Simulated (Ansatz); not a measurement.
**Band structure of Li**

```xyz
1
Lattice="-1.7500 1.7500 1.7500 1.7500 -1.7500 1.7500 1.7500 1.7500 -1.7500" Properties=species:S:1:pos:R:3 pbc="T T T"
Li    0.0000    0.0000    0.0000
```

The structure is an experimental refinement, used without relaxation.

Theory: Ansatz 0.2.0, DFT, PBE, all-electron LAPW, scalar-relativistic.

Numerical set-up: a Γ-centred 13×13×13 k mesh, Fermi–Dirac smearing of 0.05 eV, basis error target 0.25 meV/atom, no spin polarisation.

Points in fractions of the reciprocal vectors of this cell: Γ (0, 0, 0), H (0.5, -0.5, 0.5), N (0, 0, 0.5), P (0.25, 0.25, 0.25). The path joins them by straight lines in the order Γ–H–N–Γ–P–H–P–N; legs that retrace an earlier one aren't tabulated. Energies are in eV from the Fermi level.

Question: List the levels at Γ between -14 and 7 eV.

Answer: -3.55.

Question: List the levels at P between -14 and 7 eV.

Answer: 3.23 (×3).

Question: List the levels at N between -14 and 7 eV.

Answer: 0.21, 3.01.

Question: What is the band gap?

Answer: none: with an odd electron count and no spin polarisation the bands can't all be full, a metal in this set-up (spin order or a larger cell could open a gap).
